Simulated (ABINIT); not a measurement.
MgS (Niningerite), 2 atoms in the cell. Symmetry: Fm-3m, No. 225, cubic system. Conventional cell: a = 5.203 Å, b = 5.203 Å, c = 5.203 Å, α = 90.00°, β = 90.00°, γ = 90.00°. S (site symmetry m-3m) is surrounded by 6 Mg at 2.60 Å. Mg (site symmetry m-3m) has 6 S at 2.60 Å as nearest neighbours. 

```yaml
Program: ABINIT 10.8.3 (patched build)
Task: equation of state
Functional: AM05
Potentials_or_basis: JTH PAW PBE v2.0
Cutoff: 653 eV
k_mesh: 9 × 9 × 9
Occupations: fermi-dirac, width 0.05 eV
Spin: no spin polarisation
Fine-grid_cutoff: 1251.72 eV
```

Potentials or basis: JTH PAW PBE v2.0.

Command:

```bash
$ abinit run.abi > log 2>&1
```

Hardware: 1 thread of Arm Neoverse V1, on a shared host.

How long does it take, and how much memory?

It took 100 s on 1 thread of Arm Neoverse V1 (shared host), peak memory 0.14 GiB. Counts: scf iterations 54, mpi ranks 1, k points 35, bands 12, plane waves 1279.
